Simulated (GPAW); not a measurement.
# TiSi (Cmmm) in GPAW: settings compared

The runs below take TiSi through band structure, equation of state, with PBEsol, LDA.

Program: GPAW 26.7.0. These are calculated values, not measurements. Logs are shortened: lines on timing, memory, paths and dates and some standing lists are left out, and cuts for length are marked. The log counts tension as positive stress, the text compression.

**1. The structure**

The structure is orthorhombic, space group Cmmm (No. 65). The conventional cell has a = 3.632 Å, b = 4.235 Å, c = 3.804 Å, α = 90.00°, β = 90.00°, γ = 90.00°. Ti (site symmetry mmm) has 8 Si at 2.63 to 2.85 Å and 4 Ti at 2.79 Å as nearest neighbours. Si (site symmetry mmm) is surrounded by 8 Ti at 2.63 to 2.85 Å and 4 Si at 2.79 Å.

The cell comes from a database or a generator and needn't be the stable form of this composition.

**2. Band structure, PBEsol**

The input, run.py:

```python
from ase import Atoms
from ase.dft.bandgap import bandgap
from ase.io import write
from ase.units import GPa
from gpaw import GPAW, PW, setup_paths

setup_paths.insert(0, '.')

atoms = Atoms(['Ti', 'Si'],
              cell=[[1.816178, -2.117624, 0.0],
                    [1.816178, 2.117624, 0.0],
                    [0.0, 0.0, 3.803934]],
              scaled_positions=[[0.5, 0.5, 0.0],
                                [0.0, 0.0, 0.5]],
              pbc=True)

calc = GPAW(mode=PW(600),
            xc='PBEsol',
            kpts={'size': (8, 8, 6), 'gamma': True},
            occupations={'name': 'fermi-dirac', 'width': 0.05},
            nbands=18,
            convergence={'density': 1e-05, 'energy': 1e-05},
            maxiter=150,
            txt='gpaw.txt')
atoms.calc = calc
energy = atoms.get_potential_energy()
forces = atoms.get_forces()
stress = atoms.get_stress()
calc.write('gs.gpw')
write('result.traj', atoms)
print(f'Energy: {energy:.6f} eV')
print('Forces (eV/A):')
print(forces.round(4))
print('Stress (GPa):', (stress / GPa).round(3))
print('Fermi level:', round(calc.get_fermi_level(), 4), 'eV')
print(f'Gap: {bandgap(calc)[0]:.4f} eV, direct: {bandgap(calc, direct=True)[0]:.4f} eV')

path = atoms.cell.bandpath('GXSRAZGYX1A1TY,ZT', npoints=60, eps=1e-4)
bs_calc = calc.fixed_density(kpts=path, symmetry='off', nbands=27,
                             convergence={'bands': 'CBM+6.0', 'eigenstates': 1e-6}, txt='bands.txt')
bs = bs_calc.band_structure()
bs.write('bs.json')
print(f'Gap on the path: {bandgap(bs_calc)[0]:.4f} eV')
```

Potentials or basis: PAW data sets generated in the run's folder for this functional, pw.

On the command line:

```sh
$ gpaw-setup -f PBEsol Si Ti
$ OMP_NUM_THREADS=1 python run.py
```

gpaw.txt:

```text
__  _  _
 | _ |_)|_||  |
 |__||  | ||/\| - 26.7.0

Input parameters:
  mode=PW(ecut=600.0),
  convergence={'density': 1e-05, 'energy': 1e-05},
  kpts=MonkhorstPack(size=(8, 8, 6), gamma=True),
  maxiter=150,
  nbands=18,
  occupations=Occupations(name='fermi-dirac', width=0.05),
  xc=XC(name='PBEsol')

Diagonalizing LCAO Hamiltonian
Converting LCAO to pw mode

       Si

           Ti

Atoms  # Å, Bohr magnetons
|   | symbol |        x |        y |        z |    initial magnetic moments |
|---|--------|----------|----------|----------|-----------------------------|
| 0 |     Ti | 1.816178 | 0.000000 | 0.000000 | ( 0.0000,  0.0000,  0.0000) |
| 1 |     Si | 0.000000 | 0.000000 | 1.901967 | ( 0.0000,  0.0000,  0.0000) |

Unit cell  # Å
| periodic |        x |         y |        z |  lengths |    angles |
|----------|----------|-----------|----------|----------|-----------|
|      yes | 1.816178 | -2.117624 | 0.000000 | 2.789773 | 90.000000 |
|      yes | 1.816178 |  2.117624 | 0.000000 | 2.789773 | 90.000000 |
|      yes | 0.000000 |  0.000000 | 3.803934 | 3.803934 | 98.763987 |

Number of symmetries: 8
Symmetry operations  # r_c * U_cc + t_c -> r_c
|   | kind |            matrix            |
|---|------|------------------------------|
| 0 |  E   |  1, 0, 0,  0, 1, 0,  0, 0, 1 |
| 1 |  σ   |  1, 0, 0,  0, 1, 0,  0, 0,-1 |
| 2 |  σ   |  0, 1, 0,  1, 0, 0,  0, 0, 1 |
| 3 |  C2  |  0, 1, 0,  1, 0, 0,  0, 0,-1 |
| 4 |  σ   |  0,-1, 0, -1, 0, 0,  0, 0, 1 |
| 5 |  C2  |  0,-1, 0, -1, 0, 0,  0, 0,-1 |
| 6 |  C2  | -1, 0, 0,  0,-1, 0,  0, 0, 1 |
| 7 |  i   | -1, 0, 0,  0,-1, 0,  0, 0,-1 |

BZ-sampling:
  Number of BZ points: 384
  Number of IBZ points: 84

  Monkhorst-Pack size: [8, 8, 6]
  Monkhorst-Pack shift: [0.0625, 0.0625, 0.08333333333333333]

K-points  # in reciprocal-cell coordinates
|     |                                coordinates |     weight |
|-----|--------------------------------------------|------------|
|   0 | (  0.00000000,   0.00000000,   0.00000000) | 0.00260417 |
|   1 | (  0.00000000,   0.00000000,   0.16666667) | 0.00520833 |
|   2 | (  0.00000000,   0.00000000,   0.33333333) | 0.00520833 |
|   3 | (  0.00000000,   0.00000000,   0.50000000) | 0.00260417 |
|   4 | (  0.12500000,  -0.12500000,   0.00000000) | 0.00520833 |
|   5 | (  0.12500000,  -0.12500000,   0.16666667) | 0.01041667 |
|   6 | (  0.12500000,  -0.12500000,   0.33333333) | 0.01041667 |
|   7 | (  0.12500000,  -0.12500000,   0.50000000) | 0.00520833 |
|   8 | (  0.12500000,   0.00000000,   0.00000000) | 0.01041667 |
|   9 | (  0.12500000,   0.00000000,   0.16666667) | 0.02083333 |
| ... |                                            |            |
|  83 | (  0.50000000,   0.50000000,   0.50000000) | 0.00260417 |

Plane wave coefficients: 1005
Cutoff: 600.0 eV

Spin-components: 1 (collinear spins)
Bands:           18
Projectors:      11
Spin-degeneracy: 2
Datatype:        complex128

Parallelization:
  kpt:    1
  domain: 1
  band:   1

Density:
  Valence electrons: 16.0
  Components: 1
  Grid points: [16 16 24]
  Charge: 0.0  # |e|

Potential:
  Grid points: [16 16 24]

species:
  Ti:
    name:    Titanium
    Z:       22.0
    valence: 12
    core:    10
    charge:  0.0  # [|e|]
    compensation charges:
      type: gauss
      rc: 0.38  # [Å]
      lmax: 2
    cutoffs:
      filter: 2.23  # [Å]
      core: 1.02  # [Å]
    projectors
    | kind |    occ | energy [eV] | rcut [Å] |
    |------|--------|-------------|----------|
    |   3s |  2.000 |     -62.441 |    1.270 |
    |   4s |  2.000 |      -4.477 |    1.270 |
    |   3p |  6.000 |     -38.776 |    1.058 |
    |   4p |  0.000 |      -1.449 |    1.058 |
    |   3d |  2.000 |      -4.275 |    1.058 |
    |    d |        |      22.937 |    1.058 |

    Using partial waves for Ti as LCAO basis

  Si:
    name:    Silicon
    Z:       14.0
    valence: 4
    core:    10
    charge:  0.0  # [|e|]
    compensation charges:
      type: gauss
      rc: 0.33  # [Å]
      lmax: 2
    cutoffs:
      filter: 1.86  # [Å]
      core: 2.06  # [Å]
    projectors
    | kind |    occ | energy [eV] | rcut [Å] |
    |------|--------|-------------|----------|
    |   3s |  2.000 |     -10.768 |    1.058 |
    |   3p |  2.000 |      -4.057 |    1.058 |
    |    s |        |      16.444 |    1.058 |
    |    p |        |      23.155 |    1.058 |
    |    d |        |       0.000 |    1.058 |

    Using partial waves for Si as LCAO basis

Reference energy: -31069.444358  # eV

eigensolver:
  PPCG
  Converge bands: occupied
  niter=2

density mixing:
  MSR1-Mixer
  Pratt-step length: 0.05
  Maximum mixing coefficient: 0.75
  Old densities: 10
  SVD Regularization: 0.005
  Good broyden scale: 1.0
  Trust region scale: 1.0
  Backstep threshold: 4.0
  History deletion threshold: 6.0
  Fourier metric: weight=20.0, sigma=0.015

occupation numbers:
  Fermi-Dirac:
    width: 0.0500  # eV

poisson solver:
  ecut: 4800.0  # eV

xc functional:
  name: PBEsol with 2 nearest neighbor stencil

convergence criteria:
- Maximum integral of absolute [dens]ity change: 1e-05 electrons / valence electron
- Maximum [total energy] change in last 3 cyles: 1e-05 eV / valence electron
- Maximum integral of absolute [eigenst]ate change: 4e-08 eV^2 / valence electron
maximum number of iterations: 150

SCF iterations
|iter     | |      energy | eigst |  dens |
|---------|-|-------------|-------|-------|
|iter:   1| |  -14.289180 | +0.22 |       |
|iter:   2| |  -14.253729 | -2.71 | -1.22 |
|iter:   3| |  -14.121937 | -1.89 | -1.26 |
|iter:   4| |  -14.125535 | -2.99 | -1.83 |
|iter:   5| |  -14.124490 | -3.51 | -2.18 |
|iter:   6| |  -14.124470 | -4.17 | -2.40 |
|iter:   7| |  -14.124476c| -6.10 | -3.51 |
|iter:   8| |  -14.124477c| -7.29 | -4.00 |
|iter:   9| |  -14.124477c| -7.59c| -4.73 |
|iter:  10| |  -14.124477c| -8.59c| -5.86c|

Converged in 10 steps
Energy contributions relative to reference atoms: (reference = -31069.444358)

Energy contributions:
  Kinetic:          11.178794
  Coulomb:          -9.045693
  Zero:             -0.030748
  External:          0.000000
  Xc:              -16.221218
  Entropy:          -0.011224
  Spinorbit:         0.000000
  ----------------------------
  Free energy:     -14.130089
  Extrapolated:    -14.124477

dipole moment: (-7.907411, -0.000000, -12.110239)  # |e|*Ang

Fermi level: 9.764
Eigenvalues  # (at kpt = [0.000, 0.000, 0.000])
| band index |      eig [eV] | occ [0-2] |
|------------|---------------|-----------|
|          0 |       -46.697 |     2.000 |
|          1 |       -23.228 |     2.000 |
|          2 |       -22.799 |     2.000 |
|          3 |       -22.706 |     2.000 |
|          4 |        -1.940 |     2.000 |
|          5 |         7.345 |     2.000 |
[... 8 lines left out ...]
|         14 |        18.236 |     0.000 |
|         15 |        22.214 |     0.000 |
|        ... |               |           |
|         17 |        27.389 |     0.000 |

No gap
No difference between direct/indirect transitions

Forces  # eV/Ang
|        x |       y |       z |
|----------|---------|---------|
| -0.00000 | 0.00000 | 0.00000 |  # Ti   0
| -0.00000 | 0.00000 | 0.00000 |  # Si   1

Stress tensor  # eV/Ang^3
|        x |        y |        z |
|----------|----------|----------|
| 0.019670 | 0.000000 | 0.000000 |
| 0.000000 | 0.033737 | 0.000000 |
| 0.000000 | 0.000000 | 0.020961 |

# Writing to gs.gpw (mode='')
```

Wall time 36 s (1 thread of Arm Neoverse V1, shared host); peak memory 0.22 GiB.

What came out:

* Free energy: -14.1301 eV
* Pressure: -4.0 GPa
* Band gap along the path: none (metal or under the smearing width)

Levels at the corners of the path, in eV from the Fermi level:
```csv
point,band 6,band 7,band 8,band 9,band 10,band 11
Γ,-2.42,-1.66,-1.12,1.66,2.32,2.89
X,-3.62,-2.83,-0.75,-0.72,-0.18,3.32
S,-6.33,-2.85,-0.84,1.64,2.32,4.26
R,-4.79,-2.61,-1.73,1.38,1.81,1.83
A,-4.67,-3.69,-1.97,2.02,2.08,2.51
Z,-6.49,-0.82,0.57,0.62,1.67,2.97
Γ,-2.42,-1.66,-1.12,1.66,2.32,2.89
Y,-3.74,-1.51,-1.29,-0.87,-0.31,2.85
X1,-3.62,-2.83,-0.75,-0.72,-0.18,3.32
A1,-4.67,-3.69,-1.97,2.02,2.08,2.51
T,-3.82,-3.36,-3.11,2.13,2.56,2.64
Y,-3.74,-1.51,-1.29,-0.87,-0.31,2.85
Z,-6.49,-0.82,0.57,0.62,1.67,2.97
T,-3.82,-3.36,-3.11,2.13,2.56,2.64
```

**3. Band structure, LDA**

run.py: that of step 2 with these lines changed.

```diff
@@ -4,5 +4,3 @@
 from ase.units import GPa
-from gpaw import GPAW, PW, setup_paths
-
-setup_paths.insert(0, '.')
+from gpaw import GPAW, PW
 
@@ -17,3 +15,3 @@
 calc = GPAW(mode=PW(600),
-            xc='PBEsol',
+            xc='LDA',
             kpts={'size': (8, 8, 6), 'gamma': True},
```

Potentials or basis: the program's PAW data sets (release 1.2.1) made for this functional, pw.

On the command line:

```sh
$ OMP_NUM_THREADS=1 python run.py
```

Wall time 33 s (1 thread of Arm Neoverse V1, shared host); peak memory 0.22 GiB.

It converged, with:

| Quantity | Value |
| --- | --- |
| Free energy | -14.6114 eV |
| Pressure | -7.5 GPa |
| Band gap along the path | none (metal or under the smearing width) |

Stress tensor (GPa, compression positive):
```
-6.92  0.00  0.00
 0.00 -8.54  0.00
 0.00  0.00 -7.12
```

Levels at the corners of the path, in eV from the Fermi level:
```csv
point,band 4,band 5,band 6,band 7,band 8,band 9,band 10,band 11,band 12,band 13
Γ,-32.34,-11.65,-2.40,-1.61,-1.13,1.63,2.26,2.83,5.14,5.94
X,-32.73,-5.86,-3.56,-2.79,-0.77,-0.74,-0.19,3.24,3.81,3.85
S,-32.34,-7.58,-6.27,-2.85,-0.86,1.59,2.27,4.23,4.84,5.29
R,-32.34,-7.89,-4.72,-2.54,-1.71,1.35,1.75,1.79,3.24,5.83
A,-32.76,-4.72,-4.64,-3.67,-1.98,2.04,2.07,2.54,4.07,4.36
Z,-32.33,-10.30,-6.42,-0.84,0.53,0.58,1.63,2.91,7.03,7.94
Γ,-32.34,-11.65,-2.40,-1.61,-1.13,1.63,2.26,2.83,5.14,5.94
Y,-32.72,-5.80,-3.69,-1.47,-1.27,-0.89,-0.33,2.76,3.15,4.17
X1,-32.73,-5.86,-3.56,-2.79,-0.77,-0.74,-0.19,3.24,3.81,3.85
A1,-32.76,-4.72,-4.64,-3.67,-1.98,2.04,2.07,2.54,4.07,4.36
T,-32.75,-4.81,-3.81,-3.35,-3.16,2.09,2.64,2.73,4.03,4.18
Y,-32.72,-5.80,-3.69,-1.47,-1.27,-0.89,-0.33,2.76,3.15,4.17
Z,-32.33,-10.30,-6.42,-0.84,0.53,0.58,1.63,2.91,7.03,7.94
T,-32.75,-4.81,-3.81,-3.35,-3.16,2.09,2.64,2.73,4.03,4.18
```

**4. Equation of state, LDA**

The input, run.py:

```python
from ase import Atoms
from ase.eos import EquationOfState
from ase.io import Trajectory
from ase.units import GPa
from gpaw import GPAW, PW

atoms = Atoms(['Ti', 'Si'],
              cell=[[1.816178, -2.117624, 0.0],
                    [1.816178, 2.117624, 0.0],
                    [0.0, 0.0, 3.803934]],
              scaled_positions=[[0.5, 0.5, 0.0],
                                [0.0, 0.0, 0.5]],
              pbc=True)

traj = Trajectory('eos.traj', 'w')
volumes, energies = [], []
for x in [0.94, 0.96, 0.98, 1.0, 1.02, 1.04, 1.06]:
    a = atoms.copy()
    a.set_cell(atoms.cell * x**(1 / 3), scale_atoms=True)
    calc = GPAW(mode=PW(600),
                xc='LDA',
                kpts={'size': (8, 8, 6), 'gamma': True},
                occupations={'name': 'fermi-dirac', 'width': 0.05},
                nbands=18,
                convergence={'density': 1e-05, 'energy': 1e-05},
                maxiter=150,
                txt=f'eos-{x:.2f}.txt')
    a.calc = calc
    energies.append(a.get_potential_energy(force_consistent=True))
    volumes.append(a.get_volume())
    p = -a.get_stress()[:3].mean() / GPa
    calc.write(f'eos-{x:.2f}.gpw')
    traj.write(a)
    print(f'{x:.2f} {volumes[-1]:10.4f} A^3 {energies[-1]:14.6f} eV {p:9.3f} GPa', flush=True)

v0, e0, B = EquationOfState(volumes, energies, eos='birchmurnaghan').fit()
print(f'V0 = {v0:.4f} A^3, E0 = {e0:.6f} eV, B0 = {B / GPa:.2f} GPa')
```

On the command line:

```sh
$ OMP_NUM_THREADS=1 python run.py
```

It took 2.8 min on 1 thread of Arm Neoverse V1, shared host; peak memory 0.24 GiB.

Results (log left out):

```yaml
Equilibrium_volume: 13.90 Å³/atom
Bulk_modulus_at_fixed_shape_and_positions: 150 GPa
Pressure_derivative_of_the_bulk_modulus: 3.6
```

Energy against volume, from the lowest point:
| volume (Å³/atom) | energy (meV/atom) |
| --- | --- |
| 13.752 | 0.05 |
| 14.045 | 0.00 |
| 14.337 | 5.40 |
| 14.630 | 15.81 |
| 14.922 | 30.81 |
| 15.215 | 49.88 |
| 15.508 | 72.69 |

Caveat: the cell was scaled at fixed shape and fractional positions, which overstates the stiffness of a crystal with free parameters, most of all of layers and chains.

**5. The reference run**

An earlier run on the cell as given: functional PBEsol; potentials or basis PAW data sets generated in the run's folder for this functional; cutoff 600 eV; basis pw; k mesh 10 × 10 × 7; occupations fermi-dirac, width 0.05 eV; no spin polarisation.

* Pressure: -4.1 GPa
* Band gap on the k mesh: none (metal or under the smearing width)

**6. Summary**

| task | level | potentials or basis | k mesh | band path | band points | pressure (GPa) |
| --- | --- | --- | --- | --- | --- | --- |
| band structure | PBEsol | PAW data sets generated in the run's folder for this functional, pw | 8 × 8 × 6 | GXSRAZGYX1A1TY,ZT | 60 | -4.0 |
| band structure | LDA | the program's PAW data sets (release 1.2.1) made for this functional, pw | 8 × 8 × 6 | GXSRAZGYX1A1TY,ZT | 60 | -7.5 |
| equation of state | LDA | the program's PAW data sets (release 1.2.1) made for this functional, pw | 8 × 8 × 6 | - | - | - |
| single point | PBEsol | PAW data sets generated in the run's folder for this functional, pw | 10 × 10 × 7 | - | - | -4.1 |

Alike in all rows: no spin polarisation; cell as given; cutoff (eV) 600; smearing fermi-dirac 0.05 eV.

Caveats: the cell was scaled at fixed shape and fractional positions, which overstates the stiffness of a crystal with free parameters, most of all of layers and chains (some runs).

Absolute energies hang on the potentials; compare differences alone.
